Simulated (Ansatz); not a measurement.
# Sb: the cost of one run

Method: DFT PBEsol, scalar-relativistic, plane waves, PAW, in Ansatz 0.2.0.

3 further runs of the same task are left out: 3 set aside as unsound or not needed.

### 1 The starting structure

It takes space group Pm-3m (No. 221, cubic). The conventional cell has a = 3.062 Å, b = 3.062 Å, c = 3.062 Å, α = 90.00°, β = 90.00°, γ = 90.00°. Around Sb (site symmetry m-3m) lie 6 Sb at 3.06 Å.

Structure file:

```
Sb
1.0
     3.06174    0.00000    0.00000
     0.00000    3.06174    0.00000
     0.00000    0.00000    3.06174
Sb
1
Direct
  0.00000 0.00000 0.00000
```

This cell was relaxed beforehand with the same method: volume 28.70 Å³/atom, gap on the mesh none (metal).

The unstrained cell comes from an earlier run at this level (1 atoms, E(σ→0) -6408.0578 eV, gap none (metal)).

### 2 Strain -1.0 %

Contents of input.yaml:

```yaml
crystal:
  lattice:
    - [3.0617437797, 0.0, 0.0]
    - [0.0, 3.0617437797, 0.0]
    - [0.0, 0.0, 3.0311263419]
  atoms:
    - { symbol: Sb, position: [0.0, 0.0, 0.0] }
basis:
  ecutwfc: 420
kpoints:
  mp_grid: { grid: [18, 18, 18] }
hamiltonian:
  xc: pbesol
scf:
  occupations: { method: gaussian, width: 0.1 }
output:
  forces: true
  stress: true
  eigenvalues: true
```

Launch:

```sh
$ ansatz run input.yaml --threads 1 --pin off --max-ram 2560MiB --backend cpu --events-out ev --progress --plain --runs-dir out
```

What time and memory should one allow on 1 thread of Arm Neoverse V1, shared host?

About 11 s, with a peak of 0.43 GiB.
